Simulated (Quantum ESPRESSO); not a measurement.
Runs of Quantum ESPRESSO 7.5 on Ta. Symmetry: Im-3m, No. 229, cubic system. Conventional cell: a = 3.303 Å, b = 3.303 Å, c = 3.303 Å, α = 90.00°, β = 90.00°, γ = 90.00°. Around Ta (site symmetry m-3m) lie 8 Ta at 2.86 Å. 

```csv
task,level,potentials or basis,cell,form of the LDA correlation,gap on the mesh (eV),pressure (GPa),V0 of scaled cells (Å³/atom),B0 (GPa)
single point,PBEsol,GBRV 1.5 PBEsol,as given,-,none,(b),-,-
single point,PBEsol,GBRV 1.5 PBEsol,cell strained at random at fixed volume,-,none,-4.1,-,-
equation of state,PBEsol,GBRV 1.5 PBEsol,as given,-,-,-,17.62,213
equation of state,LDA,GBRV 1.5 LDA,as given,PZ81,-,-,17.21,(a)
```

Alike in all rows: no spin polarisation; k mesh 11 × 11 × 11; cutoff (eV) 762; smearing fermi-dirac 0.05 eV.

Question: Estimate the missing entries.

Answer: (a) 228; (b) -4.5.

A k mesh can miss the band edges, and the runs leave out spin-orbit coupling on Ta.

A gap of «none» marks a metal or a gap under the smearing width.
